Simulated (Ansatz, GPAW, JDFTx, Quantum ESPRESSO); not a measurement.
One calculation of Mn3Si, 4 ways

```
Mn Si
1.0
     0.00000    2.86100    2.86100
     2.86100    0.00000    2.86100
     2.86100    2.86100    0.00000
Mn Si
3 1
Direct
  0.75000 0.75000 0.75000
  0.25000 0.25000 0.25000
  0.50000 0.50000 0.50000
  0.00000 0.00000 0.00000
```

Alike in all runs: task single point; functional PBEsol; k mesh 8 × 8 × 8; occupations fermi-dirac, width 0.05 eV; collinear spin, ferromagnetic start; no spin-orbit coupling. Pressure is positive in compression and, in plane waves, holds the error of the finite cutoff.

| program and potentials | plane-wave cutoff (eV) | notes | band gap (eV) | pressure (GPa) | net moment per atom (μB) |
| --- | --- | --- | --- | --- | --- |
| JDFTx, PseudoDojo-SR-PBEsol-0.4.1-standard with smoothed tails | 1306 | - | no gap | -15.35 | 0.25 |
| Ansatz, all-electron LAPW, scalar-relativistic | - | - | no gap | -15.88 | 0.25 |
| Quantum ESPRESSO, GBRV 1.5 PBEsol | 612 | - | no gap | -15.78 | 0.25 |
| GPAW, PAW data sets generated for this functional | 600 | - | no gap | -14.33 | 0.25 |

None finds a gap. The pressure spans -15.88 (Ansatz, all-electron LAPW, scalar-relativistic) to -14.33 GPa (GPAW, PAW data sets generated for this functional), with all-electron results at -15.88. All agree on the net moment per atom. The cell lies far from this level's equilibrium. The state is the one that the start led to, which needn't be the lowest.

The functional is the same throughout but for its coding, so the spread measures potentials, basis and numerics; runs on potential files found faulty are left out.

The net moment of 0.25 μB per atom adds up to a whole number per formula unit, the value the Slater-Pauling rule gives for a Heusler-type compound with this electron count. Such a moment arises when Mn d states, hybridised among themselves and with Si p states, leave a gap at the Fermi level in one spin channel. This suggests a half-metallic or nearly half-metallic state, which the absence of an overall gap doesn't contradict. The small total probably hides larger, opposed moments on the two inequivalent Mn sites.

The negative pressures mean that the lattice would contract in this magnetic state. As the cell is close to the measured one, this probably reflects the overbinding of magnetic 3d metals common with PBEsol, which favours broad d bands and weak local moments.

Real Mn3Si orders at low temperature as an incommensurate antiferromagnet without net magnetisation. A collinear calculation in the primitive cell can't represent that order, so the net moment here isn't a prediction of bulk ferromagnetism.
